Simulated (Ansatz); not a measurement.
SnO, 2 atoms in the cell. The structure is cubic, space group Pm-3m (No. 221). Conventional cell: a = 3.132 Å, b = 3.132 Å, c = 3.132 Å, α = 90.00°, β = 90.00°, γ = 90.00°. Around Sn (site symmetry m-3m) lie 8 O at 2.71 Å. Around O (site symmetry m-3m) lie 8 Sn at 2.71 Å. The cell was built by a generator and needn't be a form met in nature.

* Program: Ansatz 0.2.0
* Task: single point
* Functional: PBE
* Potentials or basis: all-electron LAPW, scalar-relativistic
* Cutoff: 223 eV (chosen from the basis error)
* Basis error allowed: 0.001 eV/atom
* k mesh: 9 × 9 × 9
* Occupations: fermi-dirac, width 0.05 eV
* Spin: no spin polarisation

Potentials or basis: all-electron LAPW, scalar-relativistic.

Run with:

```sh
$ ansatz run input.yaml --threads 1 --pin off --max-ram 3072MiB --backend cpu --events-out ev --progress --plain --runs-dir out
```

Hardware: 1 thread of Intel(R) Xeon(R) 6975P-C (Granite Rapids) (shared host).

Task: How long does it take, and how much memory?

Result: Run time: 3 s on 1 thread of Intel(R) Xeon(R) 6975P-C (Granite Rapids) (shared host), peak memory 0.29 GiB. Counts: scf iterations 8, plane waves 251, k points 35, bands 18.
